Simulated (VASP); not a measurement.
# W (Im-3m) in VASP: a series of runs

One crystal, W, is run at these levels: LDA, PBEsol; tasks: relaxation of cell and atoms.

Everything below comes from runs of VASP 6.6.1. Logs are shortened: lines on timing, memory, paths and dates and some standing lists are left out, and cuts for length are marked.

### Step 1. Starting point

It takes space group Im-3m (No. 229, cubic). Conventional cell: a = 3.165 Å, b = 3.165 Å, c = 3.165 Å, α = 90.00°, β = 90.00°, γ = 90.00°. Around W (site symmetry m-3m) lie 8 W at 2.74 Å.

### Step 2. Relaxation of cell and atoms, LDA

File INCAR:

```
SYSTEM = W
PREC     = Accurate       ! precision mode
ENCUT    = 600            ! plane-wave cutoff, eV
EDIFF    = 1E-6           ! SCF threshold, eV
ISMEAR   = 1              ! smearing method
SIGMA    = 0.1            ! smearing width, eV
LREAL    = .FALSE.        ! projectors in reciprocal space
LASPH    = .TRUE.         ! aspherical terms in the spheres
NELM     = 80             ! most SCF steps
ALGO     = Normal         ! electronic algorithm
ISIF     = 3              ! what is computed and relaxed
LWAVE    = .FALSE.        ! write WAVECAR
LCHARG   = .FALSE.        ! write CHGCAR
GGA      = CA             ! functional
IBRION   = 2              ! ionic algorithm
NSW      = 90             ! ionic steps
EDIFFG   = -0.01          ! ionic threshold
```

File KPOINTS:

```
Automatic mesh
0
G
  16 16 16
  0 0 0
```

File POSCAR:

```
W
1.0
   -1.5823450000      1.5823450000      1.5823450000
    1.5823450000     -1.5823450000      1.5823450000
    1.5823450000      1.5823450000     -1.5823450000
W
1
Direct
    0.0000000000      0.0000000000      0.0000000000
```

Potentials or basis: VASP PAW LDA potentials, release 64 (W_sv).

The run is started by

```sh
> cat potpaw_LDA.64/W_sv/POTCAR > POTCAR
> mpirun -np 1 vasp_std > vasp.out
```

OUTCAR:

```text
SYSTEM = W
   PREC = Accurate
   ENCUT = 600
   EDIFF = 1E-6
   ISMEAR = 1
   LREAL = .FALSE.
   LASPH = .TRUE.
   NELM = 80
   ISIF = 3
   GGA = CA
   IBRION = 2
   NSW = 90
   EDIFFG = -0.01

 ion  position               nearest neighbor table
   1  0.000  0.000  0.000-

  LATTYP: Found a body centered cubic cell.
 ALAT       =     3.1646900000

  Lattice vectors:

 A1 = (  -1.5823450000,   1.5823450000,   1.5823450000)
 A2 = (   1.5823450000,  -1.5823450000,   1.5823450000)
 A3 = (   1.5823450000,   1.5823450000,  -1.5823450000)

Analysis of symmetry for initial positions (statically):
=====================================================================
 Subroutine PRICEL returns:
 Original cell was already a primitive cell.

 Routine SETGRP: Setting up the symmetry group for a
 body centered cubic supercell.

 Subroutine GETGRP returns: Found 48 space group operations
 (whereof 48 operations were pure point group operations)
 out of a pool of 48 trial point group operations.

The static configuration has the point symmetry O_h .

Analysis of symmetry for dynamics (positions and initial velocities):
=====================================================================
 Subroutine PRICEL returns:
 Original cell was already a primitive cell.

 Routine SETGRP: Setting up the symmetry group for a
 body centered cubic supercell.

 Subroutine GETGRP returns: Found 48 space group operations
 (whereof 48 operations were pure point group operations)
 out of a pool of 48 trial point group operations.

The dynamic configuration has the point symmetry O_h .

 Subroutine INISYM returns: Found 48 space group operations
 (whereof 48 operations are pure point group operations),
 and found     1 'primitive' translations

----------------------------------------------------------------------------------------

                                     Primitive cell

  volume of cell :      15.8476

  direct lattice vectors                    reciprocal lattice vectors
    -1.582345000  1.582345000  1.582345000     0.000000000  0.315986716  0.315986716
     1.582345000 -1.582345000  1.582345000     0.315986716  0.000000000  0.315986716
     1.582345000  1.582345000 -1.582345000     0.315986716  0.315986716  0.000000000
[... 94 lines left out ...]
   NUPDOWN=      -1.0000    fix difference up-down
   EMIN   =  10.00;   EMAX   =-10.00  energy-range for DOS
   EFERMI =   0.00;   METHOD = LEGACY
   ISMEAR =     1;   SIGMA  =   0.10  broadening in eV -4-tet -1-fermi 0-gaus
   EFERMI_NEDOS =   21; number of points for ismear=-14 and -15
   IALGO  =     38    algorithm
   IMIX   =      4    mixing-type and parameters
     AMIX     =   0.40;   BMIX     =  1.00
     AMIX_MAG =   1.60;   BMIX_MAG =  1.00
  volume/ion in A,a.u.               =      15.85       106.94
  Fermi-wavevector in a.u.,A,eV,Ry     =   1.570832  2.968442 33.572544  2.467512
  Thomas-Fermi vector in A             =   2.672506
   LORBIT       =      0    0 simple, 1 ext, 2 COOP (PROOUT), +10 PAW based schemes
   GGA     = CA    functional components
   LHFCALC =     F    Hartree Fock is set to
   AEXX    =    0.0000 exact exchange contribution
   IVDW    =     0    specifies the selected vdW correction
   LEPSILON=     F    determine dielectric tensor
   LRPA    =     F    only Hartree local field effects (RPA)
 conjugate gradient relaxation of ions
 non-spin polarized calculation
 Methfessel and Paxton  Order N= 1 SIGMA  =   0.10
  energy-cutoff  :      600.00
  volume of cell :       15.85
 maximum number of plane-waves:       543
 NGX is ok and might be reduce to    24
   NGX = 11   NGY = 11   NGZ = 11

--------------------------------------- Ionic step        1  -------------------------------------------

 number of electron      14.0000001 magnetization

 Free energy of the ion-electron system (eV)
  ---------------------------------------------------
  ext. energy  EPLUGINS =         0.00000000
  ---------------------------------------------------
  free energy    TOTEN  =       -14.10120976 eV

  energy without entropy =      -14.10039876  energy(sigma->0) =      -14.10093943

------------------------ aborting loop because EDIFF is reached ----------------------------------------

  FORCE on cell =-STRESS in cart. coord.  units (eV):
  Direction    XX          YY          ZZ          XY          YZ          ZX
  --------------------------------------------------------------------------------------
  -------------------------------------------------------------------------------------
  Total       -0.7266433     -0.7266433     -0.7266433      0.0000000      0.0000000      0.0000000
  in kB      -73.4629485    -73.4629485    -73.4629485      0.0000000      0.0000000      0.0000000
  external PRESSURE =     -73.4629485 kB  Pullay stress =       0.0000000 kB
[... 92 lines left out ...]
--------------------------------------- Ionic step        4  -------------------------------------------

 number of electron      14.0000000 magnetization

 Free energy of the ion-electron system (eV)
  ---------------------------------------------------
  ext. energy  EPLUGINS =         0.00000000
  ---------------------------------------------------
  free energy    TOTEN  =       -14.10953119 eV

  energy without entropy =      -14.10881319  energy(sigma->0) =      -14.10929185

 E-fermi :  11.6850     XC(G=0): -13.9583

 val. band max:       11.6781039760   @ k =  -0.2500   0.2500   0.1250
 cond. band min:      11.6850220499   @ k =  -0.3125   0.3125   0.1875
 fundamental gap:      0.0069180740
 Fermi energy:        11.6849565434

 k-point     1 :       0.0000    0.0000    0.0000
  band No.  band energies     occupation
      1     -62.0622      2.00000
      2     -25.8338      2.00000
      3     -25.8338      2.00000
      4     -25.8338      2.00000
      5       1.9858      2.00000
      6      10.3558      2.00000
      7      10.3558      2.00000
      8      10.3558      2.00000
      9      13.8978      0.00000
     10      13.8978      0.00000
     11      26.2814      0.00000
[... 309 lines left out ...]
 k-point    24 :       0.2500    0.1875   -0.0000
  band No.  band energies     occupation
      1     -61.9266      2.00000
      2     -26.9461      2.00000
      3     -26.2968      2.00000
      4     -25.9567      2.00000
      5       6.2738      2.00000
      6       8.4329      2.00000
      7       9.3303      2.00000
      8      13.2119     -0.00000
      9      14.7935      0.00000
     10      17.1440      0.00000
     11      24.4345      0.00000

 [... further k-points ...]
[... 5 lines left out ...]
  --------------------------------------------------------------------------------------
  -------------------------------------------------------------------------------------
  Total       -0.0057155     -0.0057155     -0.0057155      0.0000000      0.0000000      0.0000000
  in kB       -0.5910696     -0.5910696     -0.5910696      0.0000000      0.0000000      0.0000000
  external PRESSURE =      -0.5910696 kB  Pullay stress =       0.0000000 kB
[... 16 lines left out ...]
  FREE ENERGIE OF THE ION-ELECTRON SYSTEM (eV)
  ---------------------------------------------------
  free  energy   TOTEN  =       -14.1095311894 eV

  energy  without entropy=      -14.1088131861  energy(sigma->0) =      -14.10929185

 reached required accuracy - stopping structural energy minimisation
```

CONTCAR:

```text
W
   1.00000000000000
    -1.5704380496476074    1.5704380496476074    1.5704380496476074
     1.5704380496476074   -1.5704380496476074    1.5704380496476074
     1.5704380496476074    1.5704380496476074   -1.5704380496476074
  W
     1
Direct
     0.0000000000000000    0.0000000000000000    0.0000000000000000

  0.00000000E+00  0.00000000E+00  0.00000000E+00
```

Run time: 26 s. Hardware: 1 thread of Intel Xeon Platinum 8488C (Sapphire Rapids), shared host; peak memory 0.17 GiB.

What came out:

| Quantity | Value |
| --- | --- |
| Free energy | -14.1095 eV |
| Relaxed volume | 15.49 Å³/atom |
| Relaxed cell | a = 2.720 Å, b = 2.720 Å, c = 2.720 Å, α = 109.47°, β = 109.47°, γ = 109.47° |
| Space group after relaxing (to 0.05 Å) | Im-3m (No. 229) |
| Energy gained by relaxing | 8.3 meV/atom |
| Ionic steps | 4 |
| Pressure after relaxing | -0.1 GPa |
| Band gap on the k mesh | none (metal or under the smearing width) |

The path:
```
step  energy change (eV)  largest force (eV/Å)  pressure (GPa)  volume (Å³)
   1              0.0000                0.0000           -7.35        15.85
   2              0.1166                0.0000           34.36        14.24
   3             -0.0083                0.0000           -0.33        15.51
   4             -0.0083                0.0000           -0.06        15.49
```

Final structure:
```
W
1.0
    -1.57044    1.57044    1.57044
     1.57044   -1.57044    1.57044
     1.57044    1.57044   -1.57044
W
1
Cartesian
  0.0000 0.0000 0.0000
```

[end of part 1 of 2]
